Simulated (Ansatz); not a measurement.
Relaxed bulk ZrSi₂:

```yaml
crystal:
  lattice:
    - [1.85259, -7.39401, 0.00000]
    - [1.85259, 7.39401, 0.00000]
    - [0.00000, 0.00000, 3.67907]
  atoms:
    - { symbol: Zr, position: [0.89467, 0.10533, 0.75000] }
    - { symbol: Zr, position: [0.10533, 0.89467, 0.25000] }
    - { symbol: Si, position: [0.55310, 0.44690, 0.75000] }
    - { symbol: Si, position: [0.44690, 0.55310, 0.25000] }
    - { symbol: Si, position: [0.25031, 0.74969, 0.75000] }
    - { symbol: Si, position: [0.74969, 0.25031, 0.25000] }
```

Miller indices refer to the conventional cell of Cmcm (No. 63), a = 3.705 Å, b = 14.788 Å, c = 3.679 Å, α = 90.00°, β = 90.00°, γ = 90.00°.

These are results of DFT PBE, scalar-relativistic, plane waves, PAW (Ansatz), not measurements. Cutoff 420 eV, Gaussian smearing of 0.10 eV, no spin polarisation. A dipole correction acts along the normal.

A relaxed slab with low-index faces, about a nanometre thick, has these properties:

```yaml
Surface_energy_mean_of_both_faces: 2.01 J/m²
Work_function: 3.35 eV (top), 5.26 eV (bottom)
Dipole_of_the_slab_along_+c_per_cell: 0.14 e·Å
```

Q: Which low-index plane was cut, and which atoms end it?

A: The (010) plane, with Zr in the top plane and Si in the bottom one as cut, before relaxation. The planes from bottom to top: Si2, Zr, Si, Si, Zr, Si2, Zr, Si, Si, Zr.